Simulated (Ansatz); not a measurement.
# CdI2: the band gap up the ladder of functionals

An exercise on one series of results from a longer session: the logs are not shown, and one member is left open.

Code: Ansatz 0.2.0. PAW datasets, plane waves. Spin-unpolarised throughout; all numbers are computed.

## The cell

The cell was relaxed beforehand with r2SCAN+rVV10.

Space group P-3m1 (No. 164), trigonal; a = 4.249 Å, c = 27.542 Å in the conventional setting, 35.88 Å³ an atom. Around Cd lie 6 I at 3.00 Å; around Cd lie 6 I at 2.99–3.00 Å; around Cd lie 6 I at 2.99 Å; around I lie 3 Cd at 2.99 Å.

As a file:

```
Cd I
1.0
     4.24878    0.00000    0.00000
    -2.12439    3.67955    0.00000
     0.00000    0.00000   27.54180
Cd I
4 8
Cartesian
  0.0000 0.0000 0.0000
  2.1244 1.2265 20.6556
  0.0000 2.4530 6.8862
  0.0000 0.0000 13.7709
  0.0000 0.0000 8.6043
  2.1244 1.2265 12.0527
  0.0000 0.0000 18.9375
  0.0000 2.4530 15.4891
  0.0000 2.4530 22.3741
  2.1244 1.2265 25.8234
  2.1244 1.2265 5.1677
  0.0000 2.4530 1.7184
```

The first run:

Input file input.yaml:

```yaml
crystal:
  lattice:
    - [4.2487756728, 0.0, 0.0]
    - [-2.1243878364, 3.6795476676, 0.0]
    - [0.0, 0.0, 27.5417983332]
  atoms:
    - { symbol: Cd, position: [0.0, 0.0, 0.0] }
    - { symbol: Cd, position: [0.6666666667, 0.3333333333, 0.7499739579] }
    - { symbol: Cd, position: [0.3333333333, 0.6666666667, 0.2500260421] }
    - { symbol: Cd, position: [0.0, 0.0, 0.5] }
    - { symbol: I, position: [0.0, 0.0, 0.3124075791] }
    - { symbol: I, position: [0.6666666667, 0.3333333333, 0.4376159296] }
    - { symbol: I, position: [0.0, 0.0, 0.6875924209] }
    - { symbol: I, position: [0.3333333333, 0.6666666667, 0.5623840704] }
    - { symbol: I, position: [0.3333333333, 0.6666666667, 0.8123694162] }
    - { symbol: I, position: [0.6666666667, 0.3333333333, 0.9376074305] }
    - { symbol: I, position: [0.6666666667, 0.3333333333, 0.1876305838] }
    - { symbol: I, position: [0.3333333333, 0.6666666667, 0.0623925695] }
kpoints:
  mp_grid: { grid: [12, 12, 2] }
  band_path:
    path:
      - [[0.0, 0.0, 0.0], [0.5, -4.217312675523e-17, 5.910487575326e-33], [0.3333333333333, 0.3333333333333, 1.123177799829e-32], [0.0, 0.0, 0.0], [-4.685930789675e-52, -4.594177961783e-50, 0.5], [0.5, -4.217312675523e-17, 0.5], [0.3333333333333, 0.3333333333333, 0.5], [-4.685930789675e-52, -4.594177961783e-50, 0.5]]
      - [[0.5, -4.217312675523e-17, 0.5], [0.5, -4.217312675523e-17, 5.910487575326e-33]]
      - [[0.3333333333333, 0.3333333333333, 0.5], [0.3333333333333, 0.3333333333333, 1.123177799829e-32]]
    npoints: 10
hamiltonian:
  xc: pbe
scf:
  occupations: { method: fermi_dirac, width: 0.02 }
  n_extra_bands: 7
output:
  forces: true
  stress: true
  eigenvalues: true
```

Among the steps run: Band structure with PBE; Single point with r2SCAN; HSE06; PBE+SOC; PBE0 at the same geometry.

One of the session's tables, all rows but one given; the rest of the session is left out.

| level | gap (eV) |
| --- | --- |
| PBE | 2.25 |
| r2SCAN | 2.68 |
| HSE06 | ? |
| PBE+SOC | 1.94 |
| PBE0 | 3.87 |

Q: Estimate the row for HSE06 from the others.

As computed: gap (eV): 3.19. In the column «gap (eV)» it lies between r2SCAN (2.68) and PBE0 (3.87).

Meshes: PBE 12×12×2, r2SCAN 12×12×2, HSE06 6×6×1, PBE+SOC 12×12×2, PBE0 6×6×1

The gap runs from 1.94 eV (PBE+SOC) to 3.87 eV (PBE0). Against HSE06, PBE is short by 0.94 eV, at 71 % of it, and r2SCAN 84 %. PBE0 lies 0.68 eV above HSE06, which differs from it by screening the long-range exchange.

Limits of these values: Warnings in the runs' records: stress scf threshold loose, stress exchange threshold loose.
